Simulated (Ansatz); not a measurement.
## Step by step: Ba, relaxation of cell and atoms

Method: DFT, PBE, PAW with Ansatz's default frozen-core files, scalar-relativistic in Ansatz 0.2.0.

Command: `ansatz run input.yaml --threads 1 --pin off --max-ram 2048MiB --backend cpu --events-out ev --progress --plain --runs-dir out` The run took 25 s on 1 thread of Arm Neoverse V1, with other jobs on the host, peak memory 0.35 GiB.

```yaml
crystal:
  lattice:
    - [3.2195088072, 0.0, 0.0]
    - [0.0, 3.2195088072, 0.0]
    - [0.0, 0.0, 3.2195088072]
  atoms:
    - { symbol: Ba, position: [0.0, 0.0, 0.0] }
kpoints:
  mp_grid: { grid: [13, 13, 13] }
scf:
  occupations: { method: fermi_dirac, width: 0.05 }
hamiltonian:
  xc: pbe
  pseudopotentials: { kind: paw }
output:
  forces: true
  stress: true
  write_density: true
  write_potential: true
  elf: true
  volumetric_format: npy
relax:
  f_tol: 0.005
  max_steps: 80
  cell: {}
```

No spin–orbit coupling, which matters for the heavy atoms here.

The cell is built from the sc type as a first guess.

The cutoff is 420 eV; energies and pressures of the walk include the program's estimate of the Pulay term.

Each frame lists the cell vectors (Å), then Cartesian positions (Å); symmetry keeps all forces zero. Free energies count from the first step, -5948.5816 eV.

The walk took 10 evaluations in all; steps that aren't listed are left out.

Step 1: E = 0.0 meV, P = 11.16 GPa

```
cell 3.2195 0.0000 0.0000 0.0000 3.2195 0.0000 0.0000 0.0000 3.2195
Ba    0.0000    0.0000    0.0000
```

Step 2: E = -286.4 meV, P = 7.08 GPa

```
cell 3.3765 0.0000 0.0000 0.0000 3.3765 0.0000 0.0000 0.0000 3.3765
Ba    0.0000    0.0000    0.0000
```

Step 3: E = -478.0 meV, P = 4.04 GPa

```
cell 3.5334 0.0000 0.0000 0.0000 3.5334 0.0000 0.0000 0.0000 3.5334
Ba    0.0000    0.0000    0.0000
```

Step 4: E = -589.1 meV, P = 1.91 GPa

```
cell 3.6904 0.0000 0.0000 0.0000 3.6904 0.0000 0.0000 0.0000 3.6904
Ba    0.0000    0.0000    0.0000
```

Step 5: E = -634.0 meV, P = 0.30 GPa

```
cell 3.8473 0.0000 0.0000 0.0000 3.8473 0.0000 0.0000 0.0000 3.8473
Ba    0.0000    0.0000    0.0000
```

Step 6: E = -635.4 meV, P = 0.01 GPa

```
cell 3.8802 0.0000 0.0000 0.0000 3.8802 0.0000 0.0000 0.0000 3.8802
Ba    0.0000    0.0000    0.0000
```

Step 7: E = -653.8 meV, P = 0.43 GPa (the cell of the step before, solved again on a basis chosen afresh, hence the jump)

Step 8: E = -657.4 meV, P = 0.12 GPa

```
cell 3.9280 0.0000 0.0000 0.0000 3.9280 0.0000 0.0000 0.0000 3.9280
Ba    0.0000    0.0000    0.0000
```

How does the relaxation end?

It converges, with a = 3.950 Å, b = 3.950 Å, c = 3.950 Å, α = 90.00°, β = 90.00°, γ = 90.00° (conventional cell, space group Pm-3m). The last solve (on a basis chosen afresh for the final cell, so its energy is not quite comparable) gives E = -657.8 meV, P = -0.01 GPa:
```
cell 3.9502 0.0000 0.0000 0.0000 3.9502 0.0000 0.0000 0.0000 3.9502
Ba    0.0000    0.0000    0.0000
```
